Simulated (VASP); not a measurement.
Write the native input for VASP 6.6.1 that does the following.

| Quantity | Value |
| --- | --- |
| Task | relaxation of cell and atoms |
| Functional | PBE |
| Dispersion | D3(BJ) |
| Potentials or basis | VASP PAW PBE potentials, release 64 (Ge_d, Se) |
| Cutoff | 600 eV |
| k mesh | 4 × 8 × 6 |
| Occupations | gaussian, width 0.03 eV |
| Spin | no spin polarisation |
| Further INCAR settings | ALGO = Normal; EDIFF = 1e-07; IBRION = 2; EDIFFG = -0.005; NSW = 90; ISIF = 3 |

The structure of GeSe lies in POSCAR:

```
GeSe                                    
1.0
   10.9597312277      0.0000000000      0.0000000000
    0.0000000000      3.8818044229     -0.0000000000
    0.0000000000      0.0000000000      4.4231579862
  Ge              Se            
     4     4
Direct
     0.1229307963722750    0.7500000000000000    0.8900955645023154
     0.6229307963722749    0.7500000000000000    0.6099044354976846
     0.3770692036277251    0.2500000000000000    0.3900955645023150
     0.8770692036277251    0.2500000000000000    0.1099044354976848
     0.8545026892558046    0.7500000000000000    0.4986494640032458
     0.3545026892558044    0.7500000000000000    0.0013505359967543
     0.6454973107441954    0.2500000000000000    0.9986494640032455
     0.1454973107441957    0.2500000000000000    0.5013505359967545
```

These files were run (other wordings do the same):

INCAR

```
ALGO = Normal ; EDIFF = 1E-7
EDIFFG = -0.005 ; ENCUT = 600
GGA = PE ; IBRION = 2
ISIF = 3 ; ISMEAR = 0
IVDW = 12 ; KPAR = 2
LASPH = True ; LCHARG = False
LREAL = False ; LWAVE = False
NELM = 80 ; NSW = 90
PREC = Accurate ; SIGMA = 0.03
```

KPOINTS

```
k-points
0
Gamma
  4 8 6
```

Potentials or basis: VASP PAW PBE potentials, release 64 (Ge_d, Se).

The run is started by

```sh
$ cat potpaw_PBE.64/Ge_d/POTCAR potpaw_PBE.64/Se/POTCAR > POTCAR
$ mpirun -np 2 vasp_std > vasp.out
```

It gave:

The energy gained by relaxing is 0.1 meV/atom, the ionic steps are 21 and the pressure after relaxing is 0.0 GPa. The largest force after relaxing is 0.004 eV/Å and the band gap on the k mesh is 0.71 eV, indirect (least direct gap 0.92 eV). The dispersion energy per atom is -0.358 eV.

Run time: 37 min on 2 MPI ranks on Intel(R) Xeon(R) Platinum 8559C (Emerald Rapids), with other jobs on the host, peak memory 0.68 GiB a rank.
